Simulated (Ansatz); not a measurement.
We consider zinc-blende InN (metastable phase), described by PBE in Ansatz (PAW).

Run with plane-wave cutoff 520 eV, 12×12×12 k mesh, Fermi–Dirac smearing 0.01 eV, scalar-relativistic PAW data made under PBE.

Pressure at four volumes; x = ln(V/16.086 Å³). One pressure is withheld.

```
V (Å³/atom)        x  P (GPa)
-----------  -------  -------
15.121       -0.0619        ?
15.443       -0.0408     5.46
16.086        0.0000     0.00
17.051        0.0583    -6.17
```

**Question.** Pass a parabola P(x) through the three rows shown, estimate the bulk modulus and its pressure derivative near zero pressure, and predict the withheld pressure.

**Answer.** Slopes between the rows: (0.00 − (5.46))/(0.0000 − (-0.0408)) = -133.82 and (-6.17 − (0.00))/(0.0583 − (0.0000)) = -105.83 GPa. Their difference over the span 0.0991 is c = 27.99/0.0991 = 282.4 GPa, so P(x) = 5.46 + (-133.82)(x − (-0.0408)) + 282.4 (x − (-0.0408))(x − (0.0000)). At the middle row B = −dP/dx = −[-133.82 + 282.4 × 0.0408] = 122.3 GPa, and B′ = dB/dP = 2c/B = 4.6. At x = -0.0619 the parabola gives 8.65 GPa; the run gives 8.69 GPa. The Birch–Murnaghan fit to the energies at all volumes has B0 = 122 GPa and B′ = 4.7.

Note: the gap of the solid is closed in this run; this level leaves the solid without a gap, although one is measured.

Spin–orbit coupling is not included; it can open a gap where bands touch, and shift volumes and moduli.

Ansatz is an electronic-structure program.
